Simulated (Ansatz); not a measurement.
Input for Ansatz (plane-wave DFT, PAW):

```yaml
crystal:
  lattice:
    - [0.0, 3.08829, 3.08829]
    - [3.08829, 0.0, 3.08829]
    - [3.08829, 3.08829, 0.0]
  atoms:
    - { symbol: Al, position: [0.25, 0.25, 0.25] }
    - { symbol: Al, position: [0.75, 0.75, 0.75] }
    - { symbol: Au, position: [0.0, 0.0, 0.0] }
basis:
  ecutwfc: 420
kpoints:
  mp_grid: { grid: [12, 12, 12] }
hamiltonian:
  xc: pbe
scf:
  occupations: { method: gaussian, width: 0.1 }
output:
  forces: true
  stress: true
  eigenvalues: true
```

It can be run as
```bash
ansatz run input.yaml --threads 1 --pin off --backend cpu --events-out ev --progress --plain --runs-dir out  # memory cap (--max-ram) not shown
```

Method: DFT PBE, scalar-relativistic, plane waves, PAW (Ansatz 0.2.0).

Abridged output (iterations and final results):

```
SCF iter   1: F=—  HF=-14225.581989 eV  |F-HF|=—  |Δ(HF+E_count)|=         —  Δρ=3.16e-3  dr2=6.41e-3  ethr=1.77e-3  ⟨swp⟩=5.3  Hψ=6108  notcnv=0
SCF iter   2: F=—  HF=-14225.581709 eV  |F-HF|=—  |Δ(HF+E_count)|=   2.80e-4  Δρ=1.13e-3  dr2=7.46e-4  ethr=2.56e-5  ⟨swp⟩=2.4  Hψ=2307  notcnv=0
SCF iter   3: F=—  HF=-14225.582045 eV  |F-HF|=—  |Δ(HF+E_count)|=   3.36e-4  Δρ=6.40e-4  dr2=3.14e-4  ethr=2.99e-6  ⟨swp⟩=1.0  Hψ=1193  notcnv=0
SCF iter   4: F=—  HF=-14225.582281 eV  |F-HF|=—  |Δ(HF+E_count)|=   2.36e-4  Δρ=1.50e-4  dr2=2.78e-5  ethr=1.26e-6  ⟨swp⟩=2.0  Hψ=1694  notcnv=0
SCF iter   5: F=—  HF=-14225.582262 eV  |F-HF|=—  |Δ(HF+E_count)|=   1.84e-5  Δρ=6.42e-5  dr2=3.89e-6  ethr=1.11e-7  ⟨swp⟩=2.0  Hψ=1770  notcnv=0
SCF iter   6: F=—  HF=-14225.582264 eV  |F-HF|=—  |Δ(HF+E_count)|=   1.35e-6  Δρ=2.16e-5  dr2=3.18e-7  ethr=1.56e-8  ⟨swp⟩=2.0  Hψ=1784  notcnv=0
SCF iter   7: F=-14225.582263 eV  HF=-14225.582263 eV  |F-HF|=2.65e-9  |Δ(HF+E_count)|=   7.49e-8  Δρ=2.52e-6  dr2=3.91e-9  ethr=4.00e-10  ⟨swp⟩=5.6  Hψ=5150  notcnv=0
SCF 1 converged in 7 iterations: F = -14225.582263 eV  dr2 = 3.91e-9
SCF converged after 7 iterations
Free energy (F): -14225.582263 eV
Harris-Foulkes:  -14225.582263 eV  (|F-HF|=2.65e-9)
Internal energy: -14225.577726 eV  (E = F + TS)
E sigma→0 (E₀):  -14225.579995 eV
Entropy (-TS):   -0.004537 eV (-1.512 meV/atom)
Fermi energy:    10.028500 eV
--- Per-component energies (eV) ---
  E_band       = -397.466979
  E_kinetic    = 645.887678
  E_local      = -3071.800607  (includes V_loc(G=0)·N_el)
  E_nonlocal   = 88.662780
  E_hartree    = 1318.858639
  E_xc         = -307.493700
  E_vxc        = -333.324298  (∫ρ·V_xc dr)
  E_paw        = -10638.164864  (= ΣΔE_a)
  E_vpaw       = -364.615195  (= ΣTr[D̂ρ^β])
  E_aug_tail   = 0.001413  (compensation charges beyond the density's cutoff)
  E_ewald      = -2261.529065
  E_smearing   = -0.004537  (= −TS)
--- Forces (eV/Å), atoms counted from 1 ---
  atom   1  Al     0.00000000     0.00000000     0.00000000
  atom   2  Al     0.00000000     0.00000000     0.00000000
  atom   3  Au     0.00000000     0.00000000     0.00000000
--- Stress (GPa, compression-positive) ---
       -5.166136       0.000000       0.000000
        0.000000      -5.166136       0.000000
        0.000000       0.000000      -5.166136
  P = ⅓ Tr σ = -5.1661 GPa (-51.661 kbar)
--- Band table (eV; the first three rows and the last of 72) ---
  k-point 0: bands = ["-96.8645", "-48.2447", "-48.2447", "-48.2447", "0.0811", "3.8881", "3.8881", "3.8881", "4.7544", "4.7544", "11.6529", "12.9376", "12.9376", "12.9376", "13.5611", "13.5611", "13.5611"]
  k-point 1: bands = ["-96.8645", "-48.2448", "-48.2447", "-48.2447", "0.1664", "3.8567", "3.9089", "3.9089", "4.7500", "4.7500", "11.2216", "12.0449", "12.4968", "12.4968", "14.0191", "14.0191", "14.4826"]
  k-point 2: bands = ["-96.8645", "-48.2449", "-48.2447", "-48.2447", "0.4180", "3.7769", "3.9635", "3.9635", "4.7436", "4.7436", "9.6536", "11.8899", "11.8899", "12.0881", "14.3487", "14.3487", "14.6978"]
  k-point 71: bands = ["-96.8645", "-48.2451", "-48.2451", "-48.2449", "3.4115", "3.4115", "4.1763", "4.1843", "4.6036", "5.1260", "6.1727", "6.1727", "7.9781", "13.7941", "13.7941", "14.9495", "15.2284"]
```

Self-consistency was reached.

Spin–orbit coupling is left out, which can shift energies with elements as heavy as these.